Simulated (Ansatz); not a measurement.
Energy against total moment in Co

Co is taken as a measured crystal structure (space group Fm-3m), 1 atom in the cell. The computed pressure is over 10 GPa in size, so the cell is far from the computed equilibrium volume. Source: COD entry 9012943; it may be a high-temperature, high-pressure or metastable form.

```
Co
1.0
     0.00000    1.80115    1.80115
     1.80115    0.00000    1.80115
     1.80115    1.80115    0.00000
Co
1
Direct
  0.00000 0.00000 0.00000
```

Atoms are numbered from 1 in the order listed.

The calculation used DFT, PBE, PAW, plane waves, scalar-relativistic (Ansatz).

```yaml
plane_wave_cutoff: 420 eV
k_point_mesh: 11×11×11 (Γ-centred)
occupations: Gaussian smearing, 0.1 eV
valence_electrons: 17
```

The total moment includes the space between the atomic spheres.

For a metal this mesh leaves errors of several meV/atom.

Each run fixes N↑ − N↓ and starts with that moment spread in parallel over the Co atoms; no search for lower states follows. Energies are free energies per cell above the lowest run, the runs with a free moment included. A row is the solution that its start led to, not a proven minimum at that M. The run at M = 0 starts without moments and gives the spin-unpolarised solution. The cell holds one magnetic atom, so only parallel order fits; orders in a larger cell may lie lower.

The run at M = 1.66 μB took 0.83 s on 2 threads of Arm Neoverse V2, on a shared host, peak memory 0.3 GiB.

```tsv
fixed M (μB/cell)	F − F(lowest) (meV/cell)	moments of Co1 (μB)
0.00	263	0.00
0.42	?	?
0.83	185	0.88
1.25	95	1.32
1.66	0	1.74
2.08	?	?
2.49	515	2.43
2.91	1358	2.74
3.32	2620	3.05
```

Q: Fill in the row for M = 0.42 μB.

A: 241 meV; moments Co1 0.45 μB.

Q: Fill in the row for M = 2.08 μB.

A: 103 meV; moments Co1 2.10 μB.

With the constraint released: “usual moment scaled by 0.1, free total moment [Co1 0.30 μB]” ends at 1.64 μB, 0 meV; “usual moment, free total moment [Co1 3.00 μB]” ends at 1.64 μB, 0 meV.
